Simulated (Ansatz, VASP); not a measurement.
**KCl in VASP and in Ansatz**

The input INCAR:

```
ALGO     = Normal         # electronic algorithm
EDIFF    = 1E-8           # SCF threshold, eV
ENCUT    = 520            # plane-wave cutoff, eV
GGA      = CA             # functional
ISIF     = 2              # what is computed and relaxed
ISMEAR   = -1             # smearing method
LASPH    = True           # aspherical terms in the spheres
LCHARG   = False          # write CHGCAR
LEFG     = True         
LREAL    = False          # projectors in reciprocal space
LWAVE    = False          # write WAVECAR
NBANDS   = 15             # bands
NELM     = 80             # most SCF steps
PREC     = Accurate       # precision mode
SIGMA    = 0.03           # smearing width, eV
```

The input KPOINTS:

```
k-points
0
Gamma
  7 7 7
```

Contents of POSCAR:

```
KCl
1.0
    0.0000000000      3.0929780000      3.1561000000
    3.0929780000      0.0000000000      3.1561000000
    3.0929780000      3.0929780000      0.0000000000
K Cl
1 1
Direct
    0.0000000000      0.0000000000      0.0000000000
    0.5000000000      0.5000000000      0.5000000000
```

Input for Ansatz:

```yaml
crystal:
  lattice:
    - [0.0, 3.092978, 3.1561]
    - [3.092978, 0.0, 3.1561]
    - [3.092978, 3.092978, 0.0]
  atoms:
    - { symbol: K, position: [0.0, 0.0, 0.0] }
    - { symbol: Cl, position: [0.5, 0.5, 0.5] }
kpoints:
  mp_grid: { grid: [7, 7, 7] }
scf:
  occupations: { method: fermi_dirac, width: 0.03 }
hamiltonian:
  xc: lda
  pseudopotentials: { kind: paw }
output:
  forces: true
  stress: true
  eigenvalues: true
  efg: { contact_densities: true }
```

Change from the starting cell: equal xx and yy strain of -2 %, PAW files.

Alike in both runs: task electric field gradients; functional LDA; k mesh 7 × 7 × 7; occupations fermi-dirac, width 0.03 eV; no spin polarisation.

|  | VASP | Ansatz |
| --- | --- | --- |
| version | VASP 6.6.1 | Ansatz 0.2.0 |
| potentials or method | VASP PAW LDA potentials, release 64 (K_sv, Cl) | PAW with Ansatz's default frozen-core files, scalar-relativistic |
| plane-wave cutoff (eV) | 520 | 420 |
| valence electrons in the cell | 16 | 16 |

|  | VASP | Ansatz | Ansatz less VASP |
| --- | --- | --- | --- |
| gap on the k mesh at the Fermi level (eV) | 4.84 | 4.84 | -0.004 |
| pressure (GPa) | -1.4 | -1.5 | -0.05 |
| largest component of the traceless stress (GPa) | 0.46 | 0.44 | -0.014 |
| Vzz of the field gradient on the site that differs most (V/Å²) | 4.0 | 3.9 | -0.09 |
